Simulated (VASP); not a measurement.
Here is a VASP 6.6.1 calculation.

INCAR

```
PREC     = Accurate       # precision mode
ENCUT    = 900            # plane-wave cutoff, eV
EDIFF    = 1E-8           # SCF threshold, eV
ISMEAR   = -1             # smearing method
SIGMA    = 0.05           # smearing width, eV
LREAL    = F              # projectors in reciprocal space
LASPH    = T              # aspherical terms in the spheres
NELM     = 100            # most SCF steps
ALGO     = Normal         # electronic algorithm
ISIF     = 2              # what is computed and relaxed
LWAVE    = F              # write WAVECAR
LCHARG   = F              # write CHGCAR
ISPIN    = 2              # spin polarisation
MAGMOM   = 4              # initial moments
LORBIT   = 11             # projections on sites
LMAXMIX  = 6              # l up to which the mixer works
GGA      = CA             # functional
NBANDS   = 18             # bands
ADDGRID  = F
```

The input KPOINTS:

```
Automatic mesh
0
Gamma
  11 11 11
```

The input POSCAR:

```
Pm
1.0
   -0.0555010000      2.5655700000      2.5293400000
    2.5242190000     -0.0080540000      2.4818930000
    2.6229240000      2.6168280000     -0.1067590000
Pm
1
Direct
    0.0077670000      0.0042080000     -0.0216400000
```

Potentials or basis: VASP PAW PBE potentials, release 64 (Pm).

Command:

```sh
$ cat potpaw_PBE.64/Pm/POTCAR > POTCAR
$ mpirun -np 1 vasp_std > vasp.out
```

**Question.** Predict the net moment.

**Answer.** 5.25 μB per cell.

**Question.** Predict the band gap on the k mesh.

**Answer.** None (metal or under the smearing width).

**Question.** Predict the pressure.

**Answer.** -3.5 GPa.

**Question.** What does it give for the site moments?

**Answer.** Pm +4.62 μB.

Stress tensor (GPa, compression positive):
```
-3.54 -0.25  0.90
-0.25 -3.51  0.35
 0.90  0.35 -3.41
```

Caveat: the magnetic or orbital state may not be the lowest; the PAW data sets were made with another functional, which shifts forces and pressure a little; spin-orbit coupling is left out, which moves the levels of the heavy elements. The state reached can hang on the start; a lower one may exist.
